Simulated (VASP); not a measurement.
# From VASP inputs to Ansatz: BAs (rocksalt)

INCAR

```
LREAL = .FALSE.
LWAVE = .FALSE.
LCHARG = .TRUE.
IBRION = -1
NSW = 0
ISMEAR = -1
GGA = CA
NELM = 120
EDIFF = 1E-7
LELF = .TRUE.
PREC = Accurate
ISIF = 2
SIGMA = 0.02
NBANDS = 11
LASPH = .TRUE.
ENCUT = 520
```

KPOINTS

```
KPOINTS created by Atomic Simulation Environment
0
Gamma
10 10 10
0 0 0
```

KPOINTS_OPT

```
special points
7
Reciprocal
0.0000000000 0.0000000000 0.0000000000 1
0.5000000000 0.0000000000 0.5000000000 1
0.5000000000 0.2500000000 0.7500000000 1
0.3750000000 0.3750000000 0.7500000000 1
0.5000000000 0.5000000000 0.5000000000 1
0.6250000000 0.2500000000 0.6250000000 1
0.1875000000 0.1875000000 0.3750000000 1
```

POSCAR

```
B  As
 1.0000000000000000
     0.0000000000000000    2.3052873174999999    2.3052873174999999
     2.3052873174999999    0.0000000000000000    2.3052873174999999
     2.3052873174999999    2.3052873174999999    0.0000000000000000
 B   As
   1   1
Cartesian
  0.0000000000000000  0.0000000000000000  0.0000000000000000
  2.3052873174999999  2.3052873174999999  2.3052873174999999
```

VASP ran with the recommended LDA PAW datasets (8 valence electrons in the cell).

Question: Write an Ansatz input for this cell and level of theory.

Answer: 

```yaml
crystal:
  lattice:
    - [0.0, 2.3052873175, 2.3052873175]
    - [2.3052873175, 0.0, 2.3052873175]
    - [2.3052873175, 2.3052873175, 0.0]
  atoms:
    - { symbol: B, position: [0.0, 0.0, 0.0] }
    - { symbol: As, position: [0.5, 0.5, 0.5] }
kpoints:
  mp_grid: { grid: [10, 10, 10] }
  band_path:
    path:
      - [0.0, 0.0, 0.0]
      - [0.5, 0.0, 0.5]
      - [0.5, 0.25, 0.75]
      - [0.375, 0.375, 0.75]
      - [0.5, 0.5, 0.5]
      - [0.625, 0.25, 0.625]
      - [0.1875, 0.1875, 0.375]
    npoints: 1
hamiltonian:
  xc: lda
scf:
  occupations: { method: fermi_dirac, width: 0.02 }
  n_extra_bands: 4
output:
  forces: true
  stress: true
  eigenvalues: true
```

Other inputs would serve too.

```csv
,VASP,Ansatz
gap between bands v and c,-4.84 eV (bands overlap: a metal),-4.86 eV (bands overlap: a metal)
least direct gap,0.22 eV,0.20 eV
pressure,-6.1 GPa,-6.6 GPa
```

Datasets and cutoffs are each program's own. VASP's cell holds 8 valence electrons and Ansatz's 18. LDA means the Perdew–Zunger form with relativistic exchange in VASP and the Perdew–Wang form in Ansatz. Ansatz's stress includes a Pulay correction; VASP's doesn't.
